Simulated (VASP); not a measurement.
Wanted: the native input for a VASP 6.6.1 run.

- Task: single point
- Functional: PBE
- Potentials or basis: VASP PAW PBE potentials, release 64 (Cd, Te)
- Cutoff: 520 eV
- k mesh: 10 × 10 × 10
- Occupations: gaussian, width 0.01 eV
- Spin: no spin polarisation
- Dipole correction: no
- Further INCAR settings: ALGO = Fast; EDIFF = 1e-07; NBANDS = 16

The structure of CdTe lies in POSCAR:

```
CdTe
1.0
    0.0000000000      3.2098090267      3.2098090267
    3.2098090267      0.0000000000      3.2098090267
    3.2098090267      3.2098090267      0.0000000000
Cd Te
1 1
Direct
    0.0000000000      0.0000000000      0.0000000000
    0.7500000000      0.7500000000      0.7500000000
```

One way to write it, as run:

INCAR

```
PREC = Accurate
ENCUT = 520
EDIFF = 1E-7
ISMEAR = 0
SIGMA = 0.01
LREAL = False
LASPH = True
NELM = 100
ALGO = Fast
ISIF = 2
LWAVE = False
LCHARG = False
GGA = PE
NBANDS = 16
```

KPOINTS

```
Automatic mesh
0
Gamma
  10 10 10
```

Potentials or basis: VASP PAW PBE potentials, release 64 (Cd, Te).

The run is started by

```console
$ cat potpaw_PBE.64/Cd/POTCAR potpaw_PBE.64/Te/POTCAR > POTCAR
$ mpirun -np 1 vasp_std > vasp.out
```

It gave:

* Pressure: 4.1 GPa
* Band gap on the k mesh: 0.86 eV, direct

Caveat: spin-orbit coupling is left out, which moves the levels of the heavy elements.

Run time: 21 s on 1 thread of Intel(R) Xeon(R) 6975P-C (Granite Rapids), on a shared host, peak memory 0.23 GiB.
